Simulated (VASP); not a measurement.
Write the native input for VASP 6.6.1 that does the following.

```yaml
Task: band structure
Functional: PBE
Potentials_or_basis: VASP PAW PBE potentials, release 64 (Cd, Se)
Cutoff: 520 eV
k_mesh: 6 × 6 × 6
Occupations: gaussian, width 0.02 eV
Spin: spin-orbit coupling, no magnetisation
Ladder: free
Further_INCAR_settings: ALGO = Fast; EDIFF = 1e-06; NBANDS = 30
```

The structure of CdSe lies in POSCAR:

```
CdSe
1.0
    0.0000000000      3.0702711986      3.0702711986
    3.0702711986      0.0000000000      3.0702711986
    3.0702711986      3.0702711986      0.0000000000
Cd Se
1 1
Direct
    0.0000000000      0.0000000000      0.0000000000
    0.2500000000      0.2500000000      0.2500000000
```

Measurements of this composition are mostly on another form, of space group No. 186.

One way to write it, as run:

INCAR

```
  ALGO = Fast
  EDIFF = 1E-6
  ENCUT = 520
  GGA = PE
  GGA_COMPAT = F
  ISIF = 2
  ISMEAR = 0
  KPAR = 2
  LASPH = T
  LCHARG = F
  LNONCOLLINEAR = T
  LORBIT = 11
  LREAL = F
  LSORBIT = T
  LWAVE = F
  MAGMOM = 0 0 0 0 0 0
  NBANDS = 30
  NELM = 60
  PREC = Accurate
  SIGMA = 0.02
```

KPOINTS

```
k-points
0
Gamma
  6 6 6
```

KPOINTS_OPT

```
path GXWKGLUWLK,UX
20
line-mode
reciprocal
 0.0000000000  0.0000000000  0.0000000000  G
 0.5000000000  0.0000000000  0.5000000000  X

 0.5000000000  0.0000000000  0.5000000000  X
 0.5000000000  0.2500000000  0.7500000000  W

 0.5000000000  0.2500000000  0.7500000000  W
 0.3750000000  0.3750000000  0.7500000000  K

 0.3750000000  0.3750000000  0.7500000000  K
 0.0000000000  0.0000000000  0.0000000000  G

 0.0000000000  0.0000000000  0.0000000000  G
 0.5000000000  0.5000000000  0.5000000000  L

 0.5000000000  0.5000000000  0.5000000000  L
 0.6250000000  0.2500000000  0.6250000000  U

 0.6250000000  0.2500000000  0.6250000000  U
 0.5000000000  0.2500000000  0.7500000000  W

 0.5000000000  0.2500000000  0.7500000000  W
 0.5000000000  0.5000000000  0.5000000000  L

 0.5000000000  0.5000000000  0.5000000000  L
 0.3750000000  0.3750000000  0.7500000000  K

 0.6250000000  0.2500000000  0.6250000000  U
 0.5000000000  0.0000000000  0.5000000000  X
```

Potentials or basis: VASP PAW PBE potentials, release 64 (Cd, Se).

The run is started by

```bash
$ cat potpaw_PBE.64/Cd/POTCAR potpaw_PBE.64/Se/POTCAR > POTCAR
$ mpirun -np 2 vasp_ncl > vasp.out
```

It gave:

- Pressure: 1.6 GPa
- Valence electrons inside the program's atomic spheres: Cd 10.29; Se 3.85

It took 72 s on 2 MPI ranks on Intel(R) Xeon(R) 6975P-C (Granite Rapids), with other jobs on the host, peak memory 0.32 GiB a rank.
